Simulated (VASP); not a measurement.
# AlCu (Pm-3m) in VASP: further runs

One crystal, AlCu, is run at these levels: r2SCAN; tasks: single point.

Program: VASP 6.6.1. These are calculated values, not measurements. Logs are shortened: lines on timing, memory, paths and dates and some standing lists are left out, and cuts for length are marked.

## Step 1: The crystal as given

The structure is cubic, space group Pm-3m (No. 221). Conventional cell: a = 2.998 Å, b = 2.998 Å, c = 2.998 Å, α = 90.00°, β = 90.00°, γ = 90.00°. Cu (site symmetry m-3m) is surrounded by 8 Al at 2.60 Å. Al (site symmetry m-3m) has 8 Cu at 2.60 Å as nearest neighbours.

The cell comes from a database or a generator and needn't be the stable form of this composition.

## Step 2: Single point, r2SCAN

Input file INCAR:

```
PREC = Accurate
ENCUT = 520
EDIFF = 1E-6
ISMEAR = -1
SIGMA = 0.1
LREAL = False
LASPH = True
NELM = 100
ALGO = Normal
ISIF = 2
LWAVE = False
LCHARG = False
METAGGA = R2SCAN
LMIXTAU = True
ADDGRID = False
```

Input file KPOINTS:

```
Automatic mesh
0
Gamma
  14 14 14
```

Input file POSCAR:

```
AlCu
1.0
    2.9975090000      0.0000000000      0.0000000000
    0.0000000000      2.9975090000      0.0000000000
    0.0000000000      0.0000000000      2.9975090000
Cu Al
1 1
Direct
    0.5000000000      0.5000000000      0.5000000000
    0.0000000000      0.0000000000      0.0000000000
```

Potentials or basis: VASP PAW PBE potentials, release 64 (Cu, Al).

The run is started by

```bash
$ cat potpaw_PBE.64/Cu/POTCAR potpaw_PBE.64/Al/POTCAR > POTCAR
$ mpirun -np 1 vasp_std > vasp.out
```

OUTCAR:

```text
PREC = Accurate
   ENCUT = 520
   EDIFF = 1E-6
   ISMEAR = -1
   LREAL = False
   LASPH = True
   NELM = 100
   ISIF = 2
   METAGGA = R2SCAN

 Found    120 irreducible k-points:

 Following reciprocal coordinates:
            Coordinates               Weight
  0.000000  0.000000  0.000000      1.000000
  0.071429  0.000000  0.000000      6.000000
  0.142857  0.000000  0.000000      6.000000
  0.214286  0.000000  0.000000      6.000000
  0.285714  0.000000  0.000000      6.000000
  0.357143  0.000000  0.000000      6.000000
   k-points           NKPTS =    120   k-points in BZ     NKDIM =    120   number of bands    NBANDS=     11
   number of dos      NEDOS =    301   number of ions     NIONS =      2
   total plane-waves  NPLWV =  13824
   dimension x,y,z NGX =    24 NGY =   24 NGZ =   24
   dimension x,y,z NGXF=    48 NGYF=   48 NGZF=   48
   ions per type =               1   1
   NGX,Y,Z   is equivalent  to a cutoff of  13.31, 13.31, 13.31 a.u.
   NGXF,Y,Z  is equivalent  to a cutoff of  26.62, 26.62, 26.62 a.u.
 SYSTEM =  unknown system
   PREC   = accura    normal or accurate (medium, high low for compatibility)
   ISTART =      0    job   : 0-new  1-cont  2-samecut
   ICHARG =      2    charge: 1-file 2-atom 10-const
   ISPIN  =      1    spin polarized calculation?
   LNONCOLLINEAR =      F non collinear calculations
   LSORBIT =      F    spin-orbit coupling
   LASPH  =      T    aspherical Exc in radial PAW
   ENCUT  =  520.0 eV  38.22 Ry    6.18 a.u.   5.57  5.57  5.57*2*pi/ulx,y,z
   NELM   =    100;   NELMIN=  2; NELMDL= -5     # of ELM steps
   EDIFF  = 0.1E-05   stopping-criterion for ELM
   LREAL  =      F    real-space projection
   EDIFFG = 0.1E-04   stopping-criterion for IOM
   NSW    =      0    number of steps for IOM
   IBRION =     -1    ionic relax: 0-MD 1-quasi-New 2-CG
   NFREE  =      0    steps in history (QN), initial steepest desc. (CG)
   ISIF   =      2    stress and relaxation
   ISYM   =      2    0-nonsym 1-usesym 2-fastsym
   POTIM  = 0.5000    time-step for ionic-motion
   TEBEG  =    0.0;   TEEND  =   0.0 temperature during run
   PSTRESS=    0.0 pullay stress
   NELECT =      14.0000    total number of electrons
   NUPDOWN=      -1.0000    fix difference up-down
   EMIN   =  10.00;   EMAX   =-10.00  energy-range for DOS
   EFERMI =   0.00;   METHOD = LEGACY
   ISMEAR =    -1;   SIGMA  =   0.10  broadening in eV -4-tet -1-fermi 0-gaus
   EFERMI_NEDOS =   21; number of points for ismear=-14 and -15
   IALGO  =     38    algorithm
   IMIX   =      4    mixing-type and parameters
     AMIX     =   0.40;   BMIX     =  1.00
     AMIX_MAG =   1.60;   BMIX_MAG =  1.00
  volume/ion in A,a.u.               =      13.47        90.88
  Fermi-wavevector in a.u.,A,eV,Ry     =   1.316306  2.487459 23.574307  1.732663
  Thomas-Fermi vector in A             =   2.446428
   LORBIT       =      0    0 simple, 1 ext, 2 COOP (PROOUT), +10 PAW based schemes
   METAGGA = R2SCAN    functional components
   LHFCALC =     F    Hartree Fock is set to
   AEXX    =    0.0000 exact exchange contribution
   IVDW    =     0    specifies the selected vdW correction
   LEPSILON=     F    determine dielectric tensor
   LRPA    =     F    only Hartree local field effects (RPA)
 non-spin polarized calculation
  energy-cutoff  :      520.00
  volume of cell :       26.93
 maximum number of plane-waves:       740
 NGX is ok and might be reduce to    24
   NGX = 11   NGY = 11   NGZ = 11

 number of electron      14.0000020 magnetization

 Free energy of the ion-electron system (eV)
  ---------------------------------------------------
  ext. energy  EPLUGINS =         0.00000000
  ---------------------------------------------------
  free energy    TOTEN  =       -17.88872250 eV

  energy without entropy =      -17.86661736  energy(sigma->0) =      -17.87766993

 E-fermi :   9.0073     XC(G=0): -12.4256

 val. band max:        8.9751837398   @ k =   0.5000   0.5000   0.0000
 cond. band min:       9.0086533294   @ k =   0.5000   0.5000   0.0714
 fundamental gap:      0.0334695896
 Fermi energy:         9.0073482416

 k-point     1 :       0.0000    0.0000    0.0000
  band No.  band energies     occupation
      1      -3.0989      2.00000
      2       3.8948      2.00000
      3       3.8948      2.00000
      4       4.9844      2.00000
      5       4.9844      2.00000
      6       4.9844      2.00000
      7      13.1218      0.00000
      8      13.1218      0.00000
      9      13.1218      0.00000
     10      15.4813      0.00000
     11      15.4813      0.00000

 k-point     2 :       0.0714    0.0000    0.0000
  band No.  band energies     occupation
      1      -3.0078      2.00000
      2       3.8978      2.00000
      3       3.9084      2.00000
      4       4.9596      2.00000
      5       4.9596      2.00000
      6       4.9871      2.00000
      7      12.0117      0.00000
      8      13.2314      0.00000
      9      13.2314      0.00000
     10      15.5158      0.00000
     11      16.4468      0.00000

 k-point     3 :       0.1429    0.0000    0.0000
  band No.  band energies     occupation
      1      -2.7356      2.00000
      2       3.8941      2.00000
      3       3.9469      2.00000
      4       4.8919      2.00000
      5       4.8919      2.00000
      6       4.9946      2.00000
      7      10.2625      0.00001
      8      13.5540      0.00000
      9      13.5540      0.00000
     10      15.6180      0.00000
     11      17.6576      0.00000

 k-point     4 :       0.2143    0.0000    0.0000
  band No.  band energies     occupation
      1      -2.2856      2.00000
      2       3.8374      2.00000
      3       4.0031      2.00000
      4       4.7978      2.00000
      5       4.7978      2.00000
      6       5.0054      2.00000
      7       8.5844      1.97130
      8      14.0741      0.00000
      9      14.0741      0.00000
     10      15.7833      0.00000
     11      18.5064      0.00000

 k-point     5 :       0.2857    0.0000    0.0000
  band No.  band energies     occupation
      1      -1.6637      2.00000
      2       3.6192      2.00000
      3       4.0662      2.00000
      4       4.6981      2.00000
      5       4.6981      2.00000
      6       5.0175      2.00000
      7       7.1780      2.00000
      8      14.7720      0.00000
      9      14.7720      0.00000
     10      15.9980      0.00000
     11      19.2199      0.00000

 k-point     6 :       0.3571    0.0000    0.0000
  band No.  band energies     occupation
      1      -0.8801      2.00000
      2       3.0650      2.00000
      3       4.1239      2.00000
      4       4.6122      2.00000
      5       4.6122      2.00000
      6       5.0284      2.00000
      7       6.2402      2.00000
      8      15.6289      0.00000
      9      15.6289      0.00000
     10      16.2313      0.00000
     11      19.9700      0.00000

 [... further k-points ...]

------------------------ aborting loop because EDIFF is reached ----------------------------------------

  FORCE on cell =-STRESS in cart. coord.  units (eV):
  Direction    XX          YY          ZZ          XY          YZ          ZX
  --------------------------------------------------------------------------------------
  -------------------------------------------------------------------------------------
  Total       -0.8026030     -0.8026030     -0.8026030      0.0000000      0.0000000      0.0000000
  in kB      -47.7452189    -47.7452189    -47.7452189      0.0000000      0.0000000      0.0000000
  external PRESSURE =     -47.7452189 kB  Pullay stress =       0.0000000 kB

 VOLUME and BASIS-vectors are now :
 -----------------------------------------------------------------------------
  energy-cutoff  :      520.00
  volume of cell :       26.93
      direct lattice vectors                 reciprocal lattice vectors
     2.997509000  0.000000000  0.000000000     0.333610341  0.000000000  0.000000000
     0.000000000  2.997509000  0.000000000     0.000000000  0.333610341  0.000000000
     0.000000000  0.000000000  2.997509000     0.000000000  0.000000000  0.333610341

 POSITION                                       TOTAL-FORCE (eV/Angst)
 -----------------------------------------------------------------------------------
      1.49875      1.49875      1.49875         0.000000      0.000000      0.000000
      0.00000      0.00000      0.00000         0.000000      0.000000      0.000000
 -----------------------------------------------------------------------------------
    total drift:                                0.000000      0.000000     -0.000000

  FREE ENERGIE OF THE ION-ELECTRON SYSTEM (eV)
  ---------------------------------------------------
  free  energy   TOTEN  =       -17.8887224960 eV

  energy  without entropy=      -17.8666173562  energy(sigma->0) =      -17.87766993
```

It took 48 s on 1 thread of Intel Xeon 6975P-C (Granite Rapids), shared host; peak memory 0.16 GiB.

These settings aren't checked as converged: the numbers below hold their error.

What came out:

* Free energy: -17.8887 eV
* Pressure: -4.8 GPa
* Band gap on the k mesh: none (metal or under the smearing width)

Caveat: the PAW data sets were made with another functional, which shifts forces and pressure a little.

## Step 3: Single point, r2SCAN

Changes to INCAR since step 2:

```diff
@@ -1,3 +1,3 @@
 PREC = Accurate
-ENCUT = 520
+ENCUT = 400
 EDIFF = 1E-6
```

Input file KPOINTS:

```
Automatic mesh
0
Gamma
  16 16 16
```

POSCAR is that of step 2.

Potentials or basis: VASP PAW PBE potentials, release 64 (Cu, Al).

The run is started by

```bash
$ cat potpaw_PBE.64/Cu/POTCAR potpaw_PBE.64/Al/POTCAR > POTCAR
$ mpirun -np 1 vasp_std > vasp.out
```

Wall time 79 s (1 thread of Intel Xeon 6975P-C (Granite Rapids), shared host); peak memory 0.15 GiB.

The run converged, but some of its settings lie outside the range that counts as converged, so its numbers aren't taken as properties of the crystal.

What came out:

| Quantity | Value |
| --- | --- |
| Free energy | -17.8952 eV |
| Pressure | -5.3 GPa |
| Band gap on the k mesh | none (metal or under the smearing width) |

Caveat: the PAW data sets were made with another functional, which shifts forces and pressure a little.

## Step 4: Single point, r2SCAN

Changes to INCAR since step 3:

```diff
@@ -1,3 +1,3 @@
 PREC = Accurate
-ENCUT = 400
+ENCUT = 460
 EDIFF = 1E-6
```

KPOINTS is that of step 3.

POSCAR is that of step 3.

The run is started by

```bash
$ cat potpaw_PBE.64/Cu/POTCAR potpaw_PBE.64/Al/POTCAR > POTCAR
$ mpirun -np 1 vasp_std > vasp.out
```

Run time: 79 s. Hardware: 1 thread of Intel Xeon 6975P-C (Granite Rapids), shared host; peak memory 0.17 GiB.

The run converged, but some of its settings lie outside the range that counts as converged, so its numbers aren't taken as properties of the crystal.

What came out:

- Free energy: -17.8951 eV
- Pressure: -5.0 GPa
- Band gap on the k mesh: none (metal or under the smearing width)

Caveat: the PAW data sets were made with another functional, which shifts forces and pressure a little.

## Step 5: Single point, r2SCAN

Changes to INCAR since step 4:

```diff
@@ -4,3 +4,3 @@
 ISMEAR = -1
-SIGMA = 0.1
+SIGMA = 0.4
 LREAL = False
```

KPOINTS is that of step 4.

POSCAR is that of step 4.

The run is started by

```bash
$ cat potpaw_PBE.64/Cu/POTCAR potpaw_PBE.64/Al/POTCAR > POTCAR
$ mpirun -np 1 vasp_std > vasp.out
```

Run time: 79 s. Hardware: 1 thread of Intel Xeon 6975P-C (Granite Rapids), shared host; peak memory 0.16 GiB.

The run converged, but some of its settings lie outside the range that counts as converged, so its numbers aren't taken as properties of the crystal.

What came out:

- Free energy: -18.0383 eV
- Pressure: -4.0 GPa
- Band gap on the k mesh: none (metal or under the smearing width)

Caveat: the PAW data sets were made with another functional, which shifts forces and pressure a little.

## Step 6: Single point, r2SCAN

Changes to INCAR since step 5:

```diff
@@ -4,3 +4,3 @@
 ISMEAR = -1
-SIGMA = 0.4
+SIGMA = 0.2
 LREAL = False
```

KPOINTS is that of step 5.

POSCAR is that of step 5.

Potentials or basis: VASP PAW PBE potentials, release 64 (Cu, Al).

The run is started by

```bash
$ cat potpaw_PBE.64/Cu/POTCAR potpaw_PBE.64/Al/POTCAR > POTCAR
$ mpirun -np 1 vasp_std > vasp.out
```

OUTCAR:

```text
PREC = Accurate
   ENCUT = 460
   EDIFF = 1E-6
   ISMEAR = -1
   LREAL = False
   LASPH = True
   NELM = 100
   ISIF = 2
   METAGGA = R2SCAN

 Found    165 irreducible k-points:

 Following reciprocal coordinates:
            Coordinates               Weight
  0.000000  0.000000  0.000000      1.000000
  0.062500  0.000000  0.000000      6.000000
  0.125000  0.000000  0.000000      6.000000
  0.187500  0.000000  0.000000      6.000000
  0.250000  0.000000  0.000000      6.000000
[... 162 lines left out ...]

  FORCE on cell =-STRESS in cart. coord.  units (eV):
  Direction    XX          YY          ZZ          XY          YZ          ZX
  --------------------------------------------------------------------------------------
  -------------------------------------------------------------------------------------
  Total       -0.8053039     -0.8053039     -0.8053039      0.0000000      0.0000000     -0.0000000
  in kB      -47.9058868    -47.9058868    -47.9058868      0.0000000      0.0000000     -0.0000000
  external PRESSURE =     -47.9058868 kB  Pullay stress =       0.0000000 kB

 VOLUME and BASIS-vectors are now :
 -----------------------------------------------------------------------------
  energy-cutoff  :      460.00
  volume of cell :       26.93
      direct lattice vectors                 reciprocal lattice vectors
     2.997509000  0.000000000  0.000000000     0.333610341  0.000000000  0.000000000
     0.000000000  2.997509000  0.000000000     0.000000000  0.333610341  0.000000000
     0.000000000  0.000000000  2.997509000     0.000000000  0.000000000  0.333610341

 POSITION                                       TOTAL-FORCE (eV/Angst)
 -----------------------------------------------------------------------------------
      1.49875      1.49875      1.49875         0.000000      0.000000      0.000000
      0.00000      0.00000      0.00000         0.000000      0.000000      0.000000
 -----------------------------------------------------------------------------------
    total drift:                                0.000000      0.000000     -0.000000

  FREE ENERGIE OF THE ION-ELECTRON SYSTEM (eV)
  ---------------------------------------------------
  free  energy   TOTEN  =       -17.9238256845 eV

  energy  without entropy=      -17.8471829838  energy(sigma->0) =      -17.88550433
```

stdout:

```text
POSCAR found type information on POSCAR CuAl
 POSCAR found :  2 types and       2 ions
 scaLAPACK will be used
 -----------------------------------------------------------------------------
|                                                                             |
|                                                                             |
|     You enforced a specific xc type in the INCAR file but a different       |
|     I HOPE YOU KNOW WHAT YOU ARE DOING!                                     |
|                                                                             |
 -----------------------------------------------------------------------------

 LDA part: xc-table for (None), standard interpolation
 POSCAR, INCAR and KPOINTS ok, starting setup
 FFT: planning ... GRIDC
 FFT: planning ... GRID_SOFT
 FFT: planning ... GRID
 WAVECAR not read
 entering main loop
```

Run time: 85 s. Hardware: 1 thread of Intel Xeon 6975P-C (Granite Rapids), shared host; peak memory 0.15 GiB.

The run converged, but some of its settings lie outside the range that counts as converged, so its numbers aren't taken as properties of the crystal.

What came out:

- Free energy: -17.9238 eV
- Pressure: -4.8 GPa
- Band gap on the k mesh: none (metal or under the smearing width)

Caveat: the PAW data sets were made with another functional, which shifts forces and pressure a little.
